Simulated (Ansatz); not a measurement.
A surface is cut from this relaxed crystal of GaN:

```
Ga N
1.0
     0.00000    2.27424    2.27424
     2.27424    0.00000    2.27424
     2.27424    2.27424    0.00000
Ga N
1 1
Cartesian
  0.0000 0.0000 0.0000
  3.4114 3.4114 3.4114
```

Miller indices refer to the conventional cell of F-43m (No. 216), a = 4.548 Å, b = 4.548 Å, c = 4.548 Å, α = 90.00°, β = 90.00°, γ = 90.00°. The bulk's gap is 1.54 eV.

The (100) slab of 9 planes, 9.1 Å thick with 15 Å of vacuum as cut; outer planes Ga (top) and Ga (bottom).

The calculation used Ansatz, DFT PBE, scalar-relativistic, plane waves, PAW. Settings: cutoff 420 eV, Γ-centred mesh 8×8×1 on the computed 9-atom cell, Gaussian smearing of 0.05 eV; no spin polarisation. A dipole correction removes the field between periodic images along c.

The slab isn't stoichiometric (Ga5N4), so its surface energy depends on the chemical potentials; it is given with the excess atoms taken from the element's standard state, a limit at which the compound may itself be unstable, so the figure can be too low. This cut of an insulator is polar or leaves open shells, so the slab is metallic here; real surfaces compensate by reconstruction or adsorbates.

With the atoms at the bulk's places:

```yaml
Surface_energy_with_the_excess_atoms_taken_from_the_elements: 2.04 J/m²
Gap_of_the_slab_on_the_mesh: none (metal or semimetal)
Work_function: 5.22 eV
```

**Question.** What changes when all atoms relax within this surface cell and its symmetry?

**Answer.** The energy falls by 0.053 J/m² a face, and the largest move is 0.08 Å.

For the relaxed slab, the surface energy with the excess atoms taken from the elements is 1.99 J/m² and the gap of the slab on the mesh is none (metal or semimetal). The work function is 5.22 eV.

```tsv
plane (bottom to top)	atoms	spacing to next, bulk (Å)	relaxed (Å)	change (%)
1	Ga	1.137	1.215	+6.9
2	N	1.137	1.142	+0.4
3	Ga	1.137	1.137	0.0
4	N	1.137	1.137	0.0
5	Ga	1.137	1.137	0.0
6	N	1.137	1.137	0.0
7	Ga	1.137	1.142	+0.4
8	N	1.137	1.215	+6.9
9	Ga
```

Spin polarisation was left out, and a magnetic state may lie lower.

The reference crystal is the zinc-blende form of GaN, which isn't its usual structure.